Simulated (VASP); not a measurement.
An input for Ansatz (written as the equivalent of a VASP run, and not itself run):

Ansatz 0.2 input:
```yaml
crystal:
  lattice:
    - [3.4970810, 0.0000000, 0.0000000]
    - [-1.7485400, 3.0285610, 0.0000000]
    - [0.0000000, 0.0000000, 11.4485470]
  atoms:
    - { symbol: In, position: [0.0000000, 0.0000000, 0.0000000] }
    - { symbol: In, position: [0.0000000, 0.0000000, 0.5000000] }
    - { symbol: In, position: [0.6666670, 0.3333330, 0.7501800] }
    - { symbol: In, position: [0.3333330, 0.6666670, 0.2501800] }
    - { symbol: N, position: [0.0000000, 0.0000000, 0.8121600] }
    - { symbol: N, position: [0.0000000, 0.0000000, 0.3121600] }
    - { symbol: N, position: [0.6666670, 0.3333330, 0.5632900] }
    - { symbol: N, position: [0.3333330, 0.6666670, 0.0632900] }
kpoints:
  mp_grid: { grid: [11, 11, 3] }
hamiltonian:
  xc: pbe
  pseudopotentials: { kind: paw }
scf:
  occupations: { method: methfessel_paxton, width: 0.1 }
  max_iter: 100
output: { forces: true, stress: true, eigenvalues: true }
```

**Question.** Write the VASP files for the same calculation (PBE).

**Answer.** Several could match; the one computed here: 
### INCAR
```
ALGO  =  Normal   ! blocked Davidson
SIGMA  =  0.1
LMAXMIX  =  4
PREC  =  Accurate
NELM  =  100
ENCUT  =  240   ! plane-wave cut-off (eV)
LWAVE  =  .FALSE.
GGA  =  PE   ! PBE
LASPH  =  .TRUE.
EDIFF  =  1E-6   ! SCF stop (eV)
LCHARG  =  .FALSE.
ISIF  =  2
LREAL  =  .FALSE.   ! projection in real space or not
SYSTEM  =  InN
ISMEAR  =  1   ! Methfessel-Paxton
```

POSCAR:
```
InN
1
    3.4970810000     0.0000000000     0.0000000000
   -1.7485400000     3.0285610000     0.0000000000
    0.0000000000     0.0000000000    11.4485470000
In N
4 4
Direct
  0.0000000000   0.0000000000   0.0000000000
  0.0000000000   0.0000000000   0.5000000000
  0.6666670000   0.3333330000   0.7501800000
  0.3333330000   0.6666670000   0.2501800000
  0.0000000000   0.0000000000   0.8121600000
  0.0000000000   0.0000000000   0.3121600000
  0.6666670000   0.3333330000   0.5632900000
  0.3333330000   0.6666670000   0.0632900000
```

KPOINTS:
```
Automatic
0
gamma
 11 11 3
```

POTCAR, in this order: In_d N (PBE.64 set). Program: vasp_std.

The two are equivalent in intent, not identical: each code has its own PAW files, so the cut-off isn't converted (ENCUT is set for VASP's; basis.ecutwfc is left out, and Ansatz then takes the one that its files recommend); Ansatz stops its SCF on the density residual and VASP on the energy change (EDIFF).

The structure was generated: InN was put into an ordered model structure, which need not be its known phase. The cell was not relaxed at this level, and its volume differs by -4.4 % from the start's. The run is one of a series of settings (ENCUT = 240 against the base run), some of them coarse on purpose.
